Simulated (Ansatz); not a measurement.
## Au: equation of state with PBEsol

Crystal: Au.

```
CELL_PARAMETERS angstrom
1.41131 -2.55593 0.00000
1.41131 2.55593 0.00000
0.00000 0.00000 4.89317
ATOMIC_POSITIONS crystal
Au 0.33467 0.66533 0.25000
Au 0.66533 0.33467 0.75000
```

This isn't the form of Au at room conditions, which is fcc.

```
Program             : Ansatz 0.2.0
Task                : equation of state
Functional          : PBEsol
Potentials or basis : all-electron LAPW, scalar-relativistic
Basis error allowed : 0.0005 eV/atom
k mesh              : 11 × 11 × 6
Occupations         : fermi-dirac, width 0.05 eV
Spin                : no spin polarisation
```

```yaml
Equilibrium_volume: 17.07 Å³/atom
Bulk_modulus_at_fixed_shape_and_positions: 172 GPa
Pressure_derivative_of_the_bulk_modulus: 5.8
```

Energy against volume, from the lowest point:
| volume (Å³/atom) | energy (meV/atom) |
| --- | --- |
| 16.592 | 7.07 |
| 16.945 | 0.00 |
| 17.298 | 1.19 |
| 17.651 | 9.54 |
| 18.004 | 24.10 |
| 18.357 | 44.04 |
| 18.710 | 68.63 |

All runs of the series together: 5.8 min on 1 thread of AMD EPYC 7R43 64-Core Processor (Zen 3), on a shared host.

Caveat: the cell was scaled at fixed shape and fractional positions, which overstates the stiffness of a crystal with free parameters, most of all of layers and chains. The run has no spin-orbit coupling, so splittings on Au are missing.
